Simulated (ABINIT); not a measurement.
The system is CdTe.

```
Te Cd
1.0
     0.00000    3.20500    3.20500
     3.20500    0.00000    3.20500
     3.20500    3.20500    0.00000
Te Cd
1 1
Cartesian
  4.8075 4.8075 4.8075
  0.0000 0.0000 0.0000
```

Base run:

| Item | Value |
| --- | --- |
| Program | ABINIT 10.8.3 (patched build) |
| Functional | LDA |
| Potentials or basis | JTH PAW LDA v2.0 |
| Cutoff | 463 eV |
| k mesh | 9 × 9 × 9 |
| Occupations | fermi-dirac, width 0.05 eV |
| Spin | no spin polarisation |

Its results: band gap on the k mesh 0.61 eV, direct.

Problem. The run is repeated on the same cell with these changes: k mesh from 9 × 9 × 9 to 3 × 3 × 3. What comes out?

Solution. Band gap on the k mesh 0.56 eV, direct.

Caveats: some runs use coarse meshes; spin-orbit coupling is left out, which moves the levels of the heavy elements.

